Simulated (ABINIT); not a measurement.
The system is KCl.

```
K Cl
1.0
     3.83920    0.00000    0.00000
     0.00000    3.83920    0.00000
     0.00000    0.00000    3.83920
K Cl
1 1
Direct
  0.00000 0.00000 0.00000
  0.50000 0.50000 0.50000
```

Measurements of this composition are mostly on another form, of space group No. 225.

Base run:

```yaml
Program: ABINIT 10.8.3 (patched build)
Functional: r2SCAN
Potentials_or_basis: JTH PAW PBE v2.0
Cutoff: 816 eV
k_mesh: 7 × 7 × 7
Occupations: fermi-dirac, width 0.05 eV
Spin: no spin polarisation
```

Its results: band gap on the k mesh 5.57 eV, indirect (least direct gap 5.76 eV); pressure -1.1 GPa.

The run is repeated on the same cell with these changes: functional from r2SCAN to PBEsol; potentials or basis from JTH PAW PBE v2.0 to PseudoDojo NC SR PBEsol v0.4.1 standard; cutoff from 816 eV to 1007 eV. What comes out?

Band gap on the k mesh 4.64 eV, indirect (least direct gap 4.83 eV); pressure -1.5 GPa.

Caveats: the PAW data sets were made with another functional, which shifts forces and pressure a little (some runs).
